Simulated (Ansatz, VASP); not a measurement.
# Al in VASP and in Ansatz

```
Al
1.0
    -1.59538    1.59538    1.59538
     1.59538   -1.59538    1.59538
     1.59538    1.59538   -1.59538
Al
1
Direct
  0.00000 0.00000 0.00000
```

Alike in both runs: functional r2SCAN; k mesh 14 × 14 × 14; occupations fermi-dirac, width 0.1 eV; no spin polarisation.

Ansatz relaxed the structure, and its values are those at the end. VASP's run is a single point on that final structure, the one shown.

|  | VASP | Ansatz |
| --- | --- | --- |
| version | VASP 6.6.1 | Ansatz 0.2.0 |
| potentials or method | VASP PAW PBE potentials, release 64 (Al) | plane waves (500 eV) with PAW, scalar-relativistic |
| plane-wave cutoff (eV) | 520 | 500 |
| valence electrons in the cell | 3 | 3 |

VASP gave:

* pressure (GPa): -0.3

Task: Estimate Ansatz's values.

Result: Pressure (GPa): 0.0.

Caveats: the PAW data sets were made with another functional, which shifts forces and pressure a little (VASP).
